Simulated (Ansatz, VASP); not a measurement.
**CdS (Greenockite) in VASP and in Ansatz**

```
Cd S
1.0
     4.15000    0.00000    0.00000
    -2.07500    3.59401    0.00000
     0.00000    0.00000    6.73700
Cd S
2 2
Cartesian
  2.0750 1.1980 3.3685
  0.0000 2.3960 0.0000
  2.0750 1.1980 5.8949
  0.0000 2.3960 2.5264
```

Alike in both runs: task single point; functional PBE; k mesh 7 × 7 × 4; occupations gaussian, width 0.012 eV; no spin polarisation.

```csv
,VASP,Ansatz
version,VASP 6.6.1,Ansatz 0.2.0
potentials or method,"VASP PAW PBE potentials, release 64 (Cd, S)",Ansatz PAW
plane-wave cutoff (eV),520,420
valence electrons in the cell,36,52
```

|  | VASP | Ansatz | Ansatz less VASP |
| --- | --- | --- | --- |
| gap on the k mesh at the Fermi level (eV) | 1.20 | 1.20 | -0.003 |
| least direct gap on the mesh (eV) | 1.20 | 1.20 | -0.003 |
| pressure (GPa) | 2.4 | 2.1 | -0.34 |
| largest component of the traceless stress (GPa) | 0.44 | 0.42 | -0.014 |
| rms of the force components (eV/Å) | 0.040 | 0.039 | -0.0009 |

Atom by atom the forces differ by 0.001 eV/Å (rms over components). The two sets of potentials don't hold the same shells in valence.

Caveats: odd divisions of the mesh miss points on the zone boundary, where band edges often lie, so the gap on the mesh can be too wide (Ansatz). Expect the measured gap to be larger: semilocal functionals such as PBE lack the derivative discontinuity.
